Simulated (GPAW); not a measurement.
Runs of GPAW 26.7.0 on MgO. Symmetry: P-6m2, No. 187, hexagonal system. The conventional cell has a = 2.938 Å, b = 2.938 Å, c = 2.680 Å, α = 90.00°, β = 90.00°, γ = 120.00°. Mg (site symmetry -6m2) is surrounded by 6 O at 2.16 Å. O (site symmetry -6m2) is surrounded by 6 Mg at 2.16 Å. Measurements of this composition are mostly on another form, of space group No. 225.

| level | exact-exchange share | gap on the mesh (eV) |
| --- | --- | --- |
| PBEh(alpha) | 0.2 | (b) |
| PBEh(alpha) | 0.1 | 3.93 |
| PBE0 | 0.25 | 5.39 |
| PBEh(alpha) | 0.5 | 7.90 |
| PBEh(alpha) | 0.35 | (a) |

Alike in all rows: task single point; potentials or basis GPAW PAW data sets (gpaw-data 1.2.1), pw; no spin polarisation; cell as given; k mesh 3 × 3 × 3; cutoff (eV) 600; smearing fermi-dirac 0.05 eV; the mesh is coarse, so values aren't converged.

**Question.** Estimate the missing entries.

**Answer.** (a) 6.39; (b) 4.90.

Caveats: all runs use coarse meshes; exact exchange converges slowly with the k mesh, and this mesh is small; an odd mesh through Γ misses points on the zone boundary, where band edges often lie.
